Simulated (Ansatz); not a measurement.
Input:

Sb2Te3:
```cif
data_Sb6Te9
_chemical_formula_sum 'Sb6 Te9'
_space_group_name_H-M_alt 'R-3m :H'
_space_group_IT_number 166
_space_group_name_Hall '-R 3 2"'
_cell_length_a 4.28882
_cell_length_b 4.28882
_cell_length_c 31.13134
_cell_angle_alpha 90.000
_cell_angle_beta 90.000
_cell_angle_gamma 120.000
loop_
_atom_site_label
_atom_site_type_symbol
_atom_site_symmetry_multiplicity
_atom_site_Wyckoff_symbol
_atom_site_fract_x
_atom_site_fract_y
_atom_site_fract_z
_atom_site_occupancy
Sb1 Sb 6 c 0.00000 0.00000 0.39688 1
Te1 Te 6 c 0.00000 0.00000 0.21537 1
Te2 Te 3 a 0.00000 0.00000 0.00000 1
```
(The calculation used a cell of 5 atoms; values per cell refer to that cell.)

This is the r²SCAN+D4-relaxed structure.

Question: All from DFT-r²SCAN+D4 in the program Ansatz with PAW potentials, unless another level is named. Give the HSE06 gap on the r²SCAN+D4 cell.

Answer: 0.46 eV.

Question: Next, the formation energy from the elements (no fitted shifts)?

Answer: -0.13 eV/atom.

Question: Predict the hole effective mass.

Answer: 0.076, 0.076, 0.18 mₑ (principal values).

Question: Next, the gap with spin–orbit coupling?

Answer: 0.06 eV (the band order may be inverted).

Question: And the electron effective mass?

Answer: 0.092, 0.092, 0.20 mₑ (principal values).

Question: Predict the weight of the valence-edge state by species (Voronoi cells).

Answer: Te 74 %, Sb 26 %.

Symmetry was held in the r²SCAN+D4 relaxation. The references are the lowest solids computed at this level, not always the standard phases. Scalar-relativistic: spin–orbit coupling is off unless named, which matters more the heavier the elements.

Potentials: the later of the program's two PAW sets.
